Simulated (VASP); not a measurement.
The system is GaP.

```xyz
2
Lattice="0.0000 2.7184 2.7184 2.7184 0.0000 2.7184 2.7184 2.7184 0.0000" Properties=species:S:1:pos:R:3 pbc="T T T"
Ga    0.0000    0.0000    0.0000
P     1.3592    1.3592    1.3592
```

Base run:

```yaml
Program: VASP 6.6.1
Functional: PBE0
Potentials_or_basis: VASP PAW PBE potentials, release 64 (Ga_d, P)
Cutoff: 520 eV
k_mesh: 6 × 6 × 6
Occupations: gaussian, width 0.03 eV
Spin: no spin polarisation
```

Its results: band gap on the k mesh 2.95 eV, indirect (least direct gap 3.52 eV); pressure 1.0 GPa.

Question: The run is repeated on the same cell with these changes: functional from PBE0 to HSE06. What comes out?

Answer: Band gap on the k mesh 2.29 eV, indirect (least direct gap 2.88 eV); pressure 1.2 GPa.

Caveats: the PAW data sets were made with another functional, which shifts forces and pressure a little.
